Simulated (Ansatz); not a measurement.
Below is a relaxed structure of Al. The cell was found from a structure generator's guess, not taken from experiment.

Computed with Ansatz 0.2.0, DFT PBE, scalar-relativistic, plane waves, PAW. Cutoff 420 eV, Γ-centred mesh, Gaussian smearing, no spin polarisation.

```
Al
1.0
     5.08234    0.00000    0.00000
    -2.54117    4.40143    0.00000
     0.00000    0.00000    2.78694
Al
3
Direct
  0.50000 0.50000 0.33333
  0.50000 0.00000 0.00000
  0.00000 0.50000 0.66667
```

Energies count from the standard state of Al at the same level.

Q: What space group does it have?

A: P6_222 (No. 180). Conventional cell: a = 5.082 Å, c = 2.787 Å. Al is surrounded by 6 Al at 2.71–2.79 Å and 4 Al at 3.15 Å.

Q: How far does it lie from the standard state of Al?

A: +0.31 eV/atom. It lies above the standard state, so it could only be metastable.

Q: Is it a metal?

A: Yes, bands cross the Fermi level on the 12×12×16 mesh.

The last run used a 12×12×16 mesh (in the run's order of axes) for its 3-atom cell and Gaussian smearing of 0.10 eV. A structure relaxed within its symmetry needn't be a true minimum.
